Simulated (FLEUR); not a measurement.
# Al (Fm-3m) in FLEUR: further runs

One crystal, Al, is run at these levels: PBE; tasks: band structure, equation of state.

All numbers are computed with FLEUR MaX-R8.1 (later development tree); they aren't measurements. Logs are shortened: lines on timing, memory, paths and dates and some standing lists are left out, and cuts for length are marked.

**The experiment to reproduce.**

“The interpretation of polycrystalline coherent inelastic neutron scattering from aluminium”, 2013, pmc:3831299 quotes, for a bulk crystal of Al: bulk modulus 76.9 GPa.

How close the calculation comes is told below.

### Step 1. The crystal as given

The structure is cubic, space group Fm-3m (No. 225). The conventional cell has a = 4.050 Å, b = 4.050 Å, c = 4.050 Å, α = 90.00°, β = 90.00°, γ = 90.00°. Al (site symmetry m-3m) has 12 Al at 2.86 Å as nearest neighbours.

### Step 2. Band structure, PBE

inp.xml reads:

```xml
<?xml version="1.0" encoding="UTF-8" standalone="no"?>
<fleurInput fleurInputVersion="0.39">
   <comment>
      Al                                                                                                  
   </comment>
   <calculationSetup>
      <cutoffs Kmax="3.5" Gmax="17.5" GmaxXC="17.5" numbands="0"/>
      <scfLoop itmax="60" minDistance="0.00001" maxIterBroyd="15" imix="Anderson" alpha="0.05" precondParam="0.0" spinf="2.0" sdNocoIR="T"/>
      <coreElectrons ctail="T" frcor="F" kcrel="0" coretail_lmax="0"/>
      <xcFunctional name="pbe" relativisticCorrections="F"/>
      <magnetism jspins="1"/>
      <soc l_soc="F" theta="0.0" phi="0.0" spav="F"/>
      <expertModes spex="0" secvar="F"/>
      <geometryOptimization l_f="F" forcealpha="1.0" forcemix="BFGS" epsdisp="0.00001" epsforce="0.00001"/>
      <ldaU l_linMix="F" mixParam="0.05" spinf="1.0"/>
   </calculationSetup>
   <cell>
      <bzIntegration valenceElectrons="11.0" mode="hist" fermiSmearingEnergy="0.00183747">
         <kPointListSelection listName="default-1"/>
         <!-- k-points included here -->
         <xi:include xmlns:xi="http://www.w3.org/2001/XInclude" href="kpts.xml"> </xi:include>
      </bzIntegration>
      <!-- symmetry operations included here -->
      <xi:include xmlns:xi="http://www.w3.org/2001/XInclude" href="sym.xml"> </xi:include>
      <bulkLattice scale="1.0">
         <bravaisMatrix>
            <row-1>    0.0000000000000000     3.8263269057207032     3.8263269057207032</row-1>
            <row-2>    3.8263269057207032     0.0000000000000000     3.8263269057207032</row-2>
            <row-3>    3.8263269057207032     3.8263269057207032     0.0000000000000000</row-3>
         </bravaisMatrix>
      </bulkLattice>
   </cell>
   <atomSpecies>
      <species name="Aluminum (Al)" element="Al" atomicNumber="13">
         <mtSphere radius="2.51" gridPoints="829" logIncrement="0.014"/>
         <atomicCutoffs lmax="9" lnonsphr="7"/>
         <electronConfig flipSpins="F">
            <coreConfig>(1s1/2)</coreConfig>
            <valenceConfig>(2s1/2) (2p1/2) (2p3/2) (3s1/2) (3p1/2) (3p3/2)</valenceConfig>
            <stateOccupation state="(3p1/2)" spinUp="0.166667" spinDown="0.166667"/>
            <stateOccupation state="(3p3/2)" spinUp="0.333333" spinDown="0.333333"/>
         </electronConfig>
         <energyParameters s="3" p="3" d="3" f="4"/>
         <lo type="SCLO" l="0" n="2" eDeriv="0"/>
         <lo type="SCLO" l="1" n="2" eDeriv="0"/>
         <lo type="SCLO" l="2" n="3" eDeriv="2"/>
         <lo type="SCLO" l="3" n="4" eDeriv="2"/>
      </species>
   </atomSpecies>
   <atomGroups>
      <atomGroup species="Aluminum (Al)">
         <relPos label="                   1">.0000000000 .0000000000 .0000000000</relPos>
         <force calculate="T" relaxXYZ="TTT"/>
      </atomGroup>
   </atomGroups>
   <output dos="F" band="F" slice="F">
      <checks vchk="F" cdinf="F"/>
      <bandDOS minEnergy="-.5*Htr" maxEnergy="0.5*Htr" sigma="0.015" storeEVData="T"/>
      <vacuumDOS vacdos="F" integ="F" star="F" nstars="0" locx1="0.0" locy1="0.0" locx2="0.0" locy2="0.0" nstm="0" tworkf="0.0"/>
      <unfoldingBand unfoldBand="F" supercellX="1" supercellY="1" supercellZ="1"/>
      <plotting iplot="0" polar="F">
         <plot TwoD="T" vec1="  1.0  0.0  0.0" vec2="  0.0  1.0  0.0" vec3="  0.0  0.0  1.0" zero="  0.0  0.0  0.0" file="plot"/>
      </plotting>
      <chargeDensitySlicing numkpt="0" minEigenval="0.0" maxEigenval="0.0" nnne="0" pallst="F"/>
      <specialOutput eonly="F"/>
      <moessbauerParams electricFieldGradient="T" isomerShift="T" coreHyperfine="T" valenceHyperfine="T"/>
      <magneticCircularDichroism mcd="F" energyLo="-10.0" energyUp="0.0"/>
   </output>
  <!-- We include the file relax.xml here to enable relaxations (see documentation) -->
  <xi:include xmlns:xi="http://www.w3.org/2001/XInclude" href="relax.xml"> <xi:fallback/> </xi:include>
</fleurInput>
```

crystal.txt reads:

```
Al
&input cartesian=F /
0.0000000000  2.0248050000  2.0248050000
2.0248050000  0.0000000000  2.0248050000
2.0248050000  2.0248050000  0.0000000000
1.8897261246
1.0 1.0 1.0

1
13 0.0000000000  0.0000000000  0.0000000000

&kpt div1=11 div2=11 div3=11 gamma=T /
```

inp.xml (bands) reads:

```
<?xml version="1.0" encoding="UTF-8" standalone="no"?>
<fleurInput fleurInputVersion="0.39">
   <comment>
      Al                                                                                                  
   </comment>
   <calculationSetup>
      <cutoffs Kmax="3.5" Gmax="17.5" GmaxXC="17.5" numbands="0"/>
      <scfLoop itmax="60" minDistance="0.00001" maxIterBroyd="15" imix="Anderson" alpha="0.05" precondParam="0.0" spinf="2.0" sdNocoIR="T"/>
      <coreElectrons ctail="T" frcor="F" kcrel="0" coretail_lmax="0"/>
      <xcFunctional name="pbe" relativisticCorrections="F"/>
      <magnetism jspins="1"/>
      <soc l_soc="F" theta="0.0" phi="0.0" spav="F"/>
      <expertModes spex="0" secvar="F"/>
      <geometryOptimization l_f="F" forcealpha="1.0" forcemix="BFGS" epsdisp="0.00001" epsforce="0.00001"/>
      <ldaU l_linMix="F" mixParam="0.05" spinf="1.0"/>
   </calculationSetup>
   <cell>
      <bzIntegration valenceElectrons="11.0" mode="hist" fermiSmearingEnergy="0.00183747">
         <kPointListSelection listName="path-1"/>
         <!-- k-points included here -->
         <xi:include xmlns:xi="http://www.w3.org/2001/XInclude" href="kpts.xml"> </xi:include>
      </bzIntegration>
      <!-- symmetry operations included here -->
      <xi:include xmlns:xi="http://www.w3.org/2001/XInclude" href="sym.xml"> </xi:include>
      <bulkLattice scale="1.0">
         <bravaisMatrix>
            <row-1>    0.0000000000000000     3.8263269057207032     3.8263269057207032</row-1>
            <row-2>    3.8263269057207032     0.0000000000000000     3.8263269057207032</row-2>
            <row-3>    3.8263269057207032     3.8263269057207032     0.0000000000000000</row-3>
         </bravaisMatrix>
      </bulkLattice>
   </cell>
   <atomSpecies>
      <species name="Aluminum (Al)" element="Al" atomicNumber="13">
         <mtSphere radius="2.51" gridPoints="829" logIncrement="0.014"/>
         <atomicCutoffs lmax="9" lnonsphr="7"/>
         <electronConfig flipSpins="F">
            <coreConfig>(1s1/2)</coreConfig>
            <valenceConfig>(2s1/2) (2p1/2) (2p3/2) (3s1/2) (3p1/2) (3p3/2)</valenceConfig>
            <stateOccupation state="(3p1/2)" spinUp="0.166667" spinDown="0.166667"/>
            <stateOccupation state="(3p3/2)" spinUp="0.333333" spinDown="0.333333"/>
         </electronConfig>
         <energyParameters s="3" p="3" d="3" f="4"/>
         <lo type="SCLO" l="0" n="2" eDeriv="0"/>
         <lo type="SCLO" l="1" n="2" eDeriv="0"/>
         <lo type="SCLO" l="2" n="3" eDeriv="2"/>
         <lo type="SCLO" l="3" n="4" eDeriv="2"/>
      </species>
   </atomSpecies>
   <atomGroups>
      <atomGroup species="Aluminum (Al)">
         <relPos label="                   1">.0000000000 .0000000000 .0000000000</relPos>
         <force calculate="T" relaxXYZ="TTT"/>
      </atomGroup>
   </atomGroups>
   <output dos="F" band="T" slice="F">
      <checks vchk="F" cdinf="F"/>
      <bandDOS minEnergy="-.5*Htr" maxEnergy="0.5*Htr" sigma="0.015" storeEVData="T"/>
      <vacuumDOS vacdos="F" integ="F" star="F" nstars="0" locx1="0.0" locy1="0.0" locx2="0.0" locy2="0.0" nstm="0" tworkf="0.0"/>
      <unfoldingBand unfoldBand="F" supercellX="1" supercellY="1" supercellZ="1"/>
      <plotting iplot="0" polar="F">
         <plot TwoD="T" vec1="  1.0  0.0  0.0" vec2="  0.0  1.0  0.0" vec3="  0.0  0.0  1.0" zero="  0.0  0.0  0.0" file="plot"/>
      </plotting>
      <chargeDensitySlicing numkpt="0" minEigenval="0.0" maxEigenval="0.0" nnne="0" pallst="F"/>
      <specialOutput eonly="F"/>
      <moessbauerParams electricFieldGradient="T" isomerShift="T" coreHyperfine="T" valenceHyperfine="T"/>
      <magneticCircularDichroism mcd="F" energyLo="-10.0" energyUp="0.0"/>
   </output>
  <!-- We include the file relax.xml here to enable relaxations (see documentation) -->
  <xi:include xmlns:xi="http://www.w3.org/2001/XInclude" href="relax.xml"> <xi:fallback/> </xi:include>
</fleurInput>
```

Potentials or basis: all-electron, FLAPW.

Command:

```
$ inpgen -f crystal.txt -profile veryFastHighL
$ # inp.xml edited to the form shown
$ fleur_MPI
$ fleur_MPI   # second run, on inp.xml (bands)
```

Log:

```text
Welcome to FLEUR        (www.flapw.de)
      MaX-Release 8.1          (www.max-centre.eu)

 ========== k-point set info ==========
 Selected k-point list: default-1
 k-point list type: mesh
 11 x 11 x 11
 Number of k points: 56

 ------------Calculation Setup---------------------------
 Number of MPI-tasks      :            1
 Number of PE/node        :            1
 Number of OMP-threads    :            1
 Most efficient MPI parallelization for:
           1           2           4           7           8          14          28          56
 Additional eigenvalue parallelization possible
 Number of basis functions:          117
 Approximate size of matrices (H+S) per k-point:         0.000 GB
 --------------------------------------------------------
 Iteration:     1   Distance:       3.82078952 me/bohr^3
 Iteration:     2   Distance:       3.61169371 me/bohr^3
 Iteration:     3   Distance:       1.06272527 me/bohr^3
 Iteration:     4   Distance:       0.19744096 me/bohr^3
 Iteration:     5   Distance:       0.09295299 me/bohr^3
 Iteration:     6   Distance:       0.00662611 me/bohr^3
 Iteration:     7   Distance:       0.00744320 me/bohr^3
 Iteration:     8   Distance:       0.00016136 me/bohr^3
 Iteration:     9   Distance:       0.00006875 me/bohr^3
 Iteration:    10   Distance:       0.00000425 me/bohr^3

 ********************************************************************
 Run finished successfully
 Stop message:
   all done
 ********************************************************************
```

output (bands):

```text
Welcome to FLEUR        (www.flapw.de)
      MaX-Release 8.1          (www.max-centre.eu)

 ========== k-point set info ==========
 Selected k-point list: path-1
 k-point list type: path
 Number of k points: 60

 ------------Calculation Setup---------------------------
 Number of MPI-tasks      :            1
 Number of PE/node        :            1
 Number of OMP-threads    :            1
 Most efficient MPI parallelization for:
           1           2           3           4           5           6          10          12          15          20          30          60
 Additional eigenvalue parallelization possible
 Number of basis functions:          120
 Approximate size of matrices (H+S) per k-point:         0.000 GB
 --------------------------------------------------------
 Fermi energy correction for metals:
 Fermi energy in bands.* files may not be consistent with last density.
 Please correct it manually (e.g. in band.gnu file).

 Note: Band structure data (together with different weights) is also stored in the banddos.hdf file.
       A convenient way of extracting and plotting the data from that file is by making use of the

 ********************************************************************
 Run finished successfully
 Stop message:
   Charge density postprocessing done.
 ********************************************************************
```

out.xml (last iteration):

```text
<iteration numberForCurrentRun="   10" overallNumber="   10">
         <energyParameters units="Htr">
            <atomicEP atomType="1" spin="1" branch="3s" branchLowest="-3.52" branchHighest="0.92" value="0.0781926103"/>
            <atomicEP atomType="1" spin="1" branch="3p" branchLowest="-2.10" branchHighest="1.32" value="0.2389206880"/>
            <atomicEP atomType="1" spin="1" branch="3d" branchLowest="-9.99" branchHighest="1.70" value="0.4202105692"/>
            <atomicEP atomType="1" spin="1" branch="4f" branchLowest="-9.99" branchHighest="3.24" value="0.5891601832"/>
            <loAtomicEP atomType="1" spin="1" branch="2s" branchLowest="-55.07" branchHighest="-3.52" value="-3.5171500728"/>
            <loAtomicEP atomType="1" spin="1" branch="2p" branchLowest="-9.99" branchHighest="-2.10" value="-2.1010589959"/>
            <loAtomicEP atomType="1" spin="1" branch="3d" branchLowest="-9.99" branchHighest="1.70" value="0.4202102196"/>
            <loAtomicEP atomType="1" spin="1" branch="4f" branchLowest="-9.99" branchHighest="3.24" value="0.5891626321"/>
         </energyParameters>
         <eigenvalues>
            <eigenvaluesAt spin="1" ikpt="1" k_x="0.00000000" k_y="0.00000000" k_z="0.00000000">
                      -3.5172455421       -2.1006707805       -2.1006707805       -2.1006707805       -0.1229790318
                       0.7467195366        0.7467195366        0.7467195366        0.8029509176
            </eigenvaluesAt>
            <eigenvaluesAt spin="1" ikpt="2" k_x="0.00000000" k_y="0.00000000" k_z="0.09090909">
                      -3.5172379558       -2.1007346469       -2.1006807309       -2.1006807309       -0.1147533816
                       0.6399097514        0.7234892819        0.7234892819        0.8271881487
            </eigenvaluesAt>
            <eigenvaluesAt spin="1" ikpt="3" k_x="0.00000000" k_y="0.00000000" k_z="0.18181818">
                      -3.5172174812       -2.1009053809       -2.1007075700       -2.1007075700       -0.0901600136
                       0.5059494676        0.6966802877        0.6966802877        0.8186761815
            </eigenvaluesAt>
            <eigenvaluesAt spin="1" ikpt="4" k_x="0.00000000" k_y="0.00000000" k_z="0.27272727">
                      -3.5171904683       -2.1011257913       -2.1007419350       -2.1007419350       -0.0494388477
                       0.3801171813        0.6816830401        0.6816830401        0.8107599891
            </eigenvaluesAt>
         </eigenvalues>
         <bandgap value="0.2405533005" units="eV"/>
         <sumValenceSingleParticleEnergies value="-19.2726682394" units="Htr"/>
         <FermiEnergy value="0.2850491993" units="Htr"/>
         <valenceDensity>
            <mtCharges spin="1">
               <mtCharge atomType="1" total="9.8299663" s="2.8183989" p="6.8275000" d="0.1714852" f="0.0116384"/>
            </mtCharges>
            <spinDependentCharge spin="1" total="11.0000000" interstitial="1.1700337" mtSpheres="9.8299663"/>
            <totalCharge value="11.0000000000"/>
         </valenceDensity>
         <coreStates atomType="     1" atomicNumber=" 13" spin="1" kinEnergy="    159.3065825647" eigValSum="   -110.1389878367" lostElectrons=" 0.000000">
            <state n="1" l="0" j="0.5" energy="-55.0694939184" weight="1.0000000000"/>
         </coreStates>
         <allElectronCharges>
            <spinDependentCharge spin="1" total="13.0000000" interstitial="1.1700337" mtSpheres="11.8299663"/>
            <totalCharge value="13.0000000001"/>
         </allElectronCharges>
         <moessbauerParams unitsHFF="kG" unitsIS="e/bohr^3" unitsEFG="Htr/bohr^2">
            <coreIsomerShift atomType="1" isTotal="1403.13933">
               <shell n="1" l="0" isomerShift="1403.13933"/>
            </coreIsomerShift>
            <isomerShift atomType="1" nucleusRadius="0.0000708" averageDensity="1502.28004"/>
            <electricFieldGradient atomType="1" VXX="0.00000" VYY="0.00000" VZZ="0.00000" asymParam="0.00000">
            </electricFieldGradient>
         </moessbauerParams>
         <totalEnergy                                    value="     -242.8223142032" units="Htr">
            <sumOfEigenvalues                            value="     -129.4116560761">
               <coreElectrons value="-110.1389878367"/>
               <valenceElectrons value="-19.2726682394"/>
            </sumOfEigenvalues>
            <densityCoulombPotentialIntegral value="-348.6440665167"/>
            <densityEffectivePotentialIntegral value="-372.6990716963"/>
            <chargeDenXCDenIntegral value="-18.6362951191"/>
            <FockExchangeEnergyValence value="0.0000000000"/>
            <FockExchangeEnergyCore value="0.0000000000"/>
            <atomTypeDependentContributions atomType="1">
               <electronNucleiInteractionDifferentMTs value="288.4914541732"/>
               <MadelungTerm value="-4.6599472726"/>
            </atomTypeDependentContributions>
            <tkbTimesEntropy value="0.0001473139"/>
            <freeEnergy value="-242.8224615170"/>
            <extrapolationTo0K value="-242.8223878601"/>
         </totalEnergy>
         <densityConvergence units="me/bohr^3">
            <chargeDensity spin="1" distance="0.0000042537"/>
         </densityConvergence>
      </iteration>
```

Wall time 7.4 s (1 thread of Arm Neoverse V1, shared host); peak memory 0.06 GiB.

What came out:

```
Free energy                                           : -6607.5358 eV
Band gap along the path                               : none (metal or under the smearing width)
Valence electrons inside the program's atomic spheres : Al 9.83 (radii Al 2.51 bohr)
```

Levels at the corners of the path, in eV from the Fermi level:
| point | band 5 | band 6 | band 7 | band 8 | band 9 |
| --- | --- | --- | --- | --- | --- |
| Γ | -11.10 | 12.56 | 12.56 | 12.56 | 14.09 |
| X | -2.92 | -1.61 | 5.24 | 5.55 | 5.55 |
| W | -0.85 | -0.85 | 0.17 | 1.06 | 15.77 |
| K | -1.89 | -1.36 | -0.42 | 6.52 | 8.18 |
| Γ | -11.10 | 12.56 | 12.56 | 12.56 | 14.09 |
| L | -4.58 | -4.38 | 11.36 | 11.36 | 11.41 |
| U | -1.89 | -1.36 | -0.42 | 6.52 | 8.18 |
| W | -0.85 | -0.85 | 0.17 | 1.06 | 15.77 |
| L | -4.58 | -4.38 | 11.36 | 11.36 | 11.41 |
| K | -1.89 | -1.36 | -0.42 | 6.52 | 8.18 |
| U | -1.89 | -1.36 | -0.42 | 6.52 | 8.18 |
| X | -2.92 | -1.61 | 5.24 | 5.55 | 5.55 |

Core levels (eV from the Fermi level):
| atom | levels |
| --- | --- |
| 1 Al | 1s1/2 -1506.3 |

### Step 3. Equation of state, PBE, 15.61 Å³/atom (volume scaled by 0.94)

Changes to inp.xml since step 2:

```diff
@@ -24,3 +24,3 @@
       <xi:include xmlns:xi="http://www.w3.org/2001/XInclude" href="sym.xml"> </xi:include>
-      <bulkLattice scale="1.0">
+      <bulkLattice scale="0.9795861087">
          <bravaisMatrix>
@@ -34,3 +34,3 @@
       <species name="Aluminum (Al)" element="Al" atomicNumber="13">
-         <mtSphere radius="2.51" gridPoints="829" logIncrement="0.014"/>
+         <mtSphere radius="2.45" gridPoints="829" logIncrement="0.014"/>
          <atomicCutoffs lmax="9" lnonsphr="7"/>
```

Potentials or basis: all-electron, FLAPW.

Command:

```
$ inpgen -f crystal.txt -profile veryFastHighL
$ # inp.xml edited to the form shown
$ fleur_MPI
```

It took 5.9 s on 1 thread of Arm Neoverse V1, shared host; peak memory 0.08 GiB.

It converged, with:

```yaml
Free_energy: -6607.5221 eV
Band_gap_on_the_k_mesh: none (metal or under the smearing width)
Valence_electrons_inside_the_program's_atomic_spheres: Al 9.78 (radii Al 2.45 bohr)
```

Caveat: the plane-wave cutoff is short for the semicore states, which can make moduli rough.

### Step 4. Equation of state, PBE, 15.94 Å³/atom (volume scaled by 0.96)

Changes to inp.xml since step 3:

```diff
@@ -24,3 +24,3 @@
       <xi:include xmlns:xi="http://www.w3.org/2001/XInclude" href="sym.xml"> </xi:include>
-      <bulkLattice scale="0.9795861087">
+      <bulkLattice scale="0.9864848297">
          <bravaisMatrix>
```

Command:

```
$ inpgen -f crystal.txt -profile veryFastHighL
$ # inp.xml edited to the form shown
$ fleur_MPI
```

It took 6 s on 1 thread of Arm Neoverse V1, shared host; peak memory 0.08 GiB.

The run converged. Its results:

```
Free energy                                           : -6607.5304 eV
Band gap on the k mesh                                : none (metal or under the smearing width)
Valence electrons inside the program's atomic spheres : Al 9.75 (radii Al 2.45 bohr)
```

Caveat: the plane-wave cutoff is short for the semicore states, which can make moduli rough.

(Part 1 of 2 ends here.)
